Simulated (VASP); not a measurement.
# VASP 6.6.1 run: CdTe

INCAR

```
NSW = 0
LASPH = .TRUE.
LWAVE = .FALSE.
ENCUT = 520
GGA = PE
AMIX = 0.05
PREC = Accurate
NBANDS = 16
SIGMA = 0.02
EDIFF = 1E-7
NELM = 120
LCHARG = .FALSE.
ISIF = 2
IBRION = -1
ISMEAR = -1
LREAL = .FALSE.
```

KPOINTS

```
KPOINTS created by Atomic Simulation Environment
0
Gamma
6 6 6
0 0 0
```

POSCAR

```
Cd Te
 1.0000000000000000
    -0.0000000000000000    3.2799551161722134    3.2799551161722134
     3.2799551161722134    0.0000000000000000    3.2799551161722134
     3.2799551161722134    3.2799551161722134    0.0000000000000000
 Cd  Te
   1   1
Cartesian
  0.0000000000000000  0.0000000000000000 -0.0000000000000000
  1.6399775580861065  1.6399775580861065  1.6399775580861065
```

The recommended PBE PAW datasets give the neutral cell 18 valence electrons.

Command

```
mpirun -np 1 vasp_std
```

Predict the outcome of this run.

It converged. Results: gap between bands v and c on the k mesh 0.66 eV; least direct gap on the k mesh 0.66 eV; pressure 1.1 GPa. Band v is the last that the valence electrons fill when counted band by band, and c is the next.

OSZICAR

```
N       E                     dE             d eps       ncg     rms          rms(c)
DAV:   1     0.993998466008E+02    0.99400E+02   -0.83171E+03   520   0.972E+02
DAV:   2    -0.150839201845E+01   -0.10091E+03   -0.96214E+02   592   0.235E+02
DAV:   3    -0.500163088141E+01   -0.34932E+01   -0.34883E+01   640   0.459E+01
DAV:   4    -0.503327542500E+01   -0.31645E-01   -0.31644E-01   736   0.377E+00
DAV:   5    -0.503334944574E+01   -0.74021E-04   -0.74021E-04   672   0.178E-01    0.520E+00
DAV:   6    -0.498017095819E+01    0.53178E-01   -0.95084E-03   632   0.111E+00    0.508E+00
DAV:   7    -0.479900892085E+01    0.18116E+00   -0.59911E-01   568   0.863E+00    0.434E+00
DAV:   8    -0.480017049904E+01   -0.11616E-02   -0.73591E-02   520   0.267E+00    0.183E+00
DAV:   9    -0.479973663313E+01    0.43387E-03   -0.45440E-03   680   0.780E-01    0.953E-01
DAV:  10    -0.480035136542E+01   -0.61473E-03   -0.93045E-04   544   0.270E-01    0.479E-01
DAV:  11    -0.479975286742E+01    0.59850E-03   -0.14034E-03   584   0.286E-01    0.186E-01
DAV:  12    -0.479978072047E+01   -0.27853E-04   -0.69713E-05   616   0.532E-02    0.157E-01
DAV:  13    -0.479977983561E+01    0.88485E-06   -0.27127E-06   736   0.120E-02    0.190E-01
DAV:  14    -0.479981669176E+01   -0.36856E-04   -0.66719E-05   560   0.589E-02    0.259E-02
DAV:  15    -0.479981783002E+01   -0.11383E-05   -0.83415E-06   680   0.179E-02    0.382E-02
DAV:  16    -0.479981752238E+01    0.30764E-06   -0.20713E-07   600   0.279E-03    0.352E-02
DAV:  17    -0.479981669154E+01    0.83084E-06   -0.32856E-07   552   0.248E-03    0.101E-02
DAV:  18    -0.479981618440E+01    0.50715E-06   -0.39299E-07   600   0.327E-03    0.617E-03
DAV:  19    -0.479981619392E+01   -0.95215E-08   -0.33802E-08   296   0.132E-03
   1 F= -.47998162E+01 E0= -.47998162E+01  d E =-.770981E-09
```

For comparison, a separate PBE run of the intended cell, on usual settings and not on those above, gives a gap of 0.66 eV on its mesh and a pressure of 1.1 GPa.
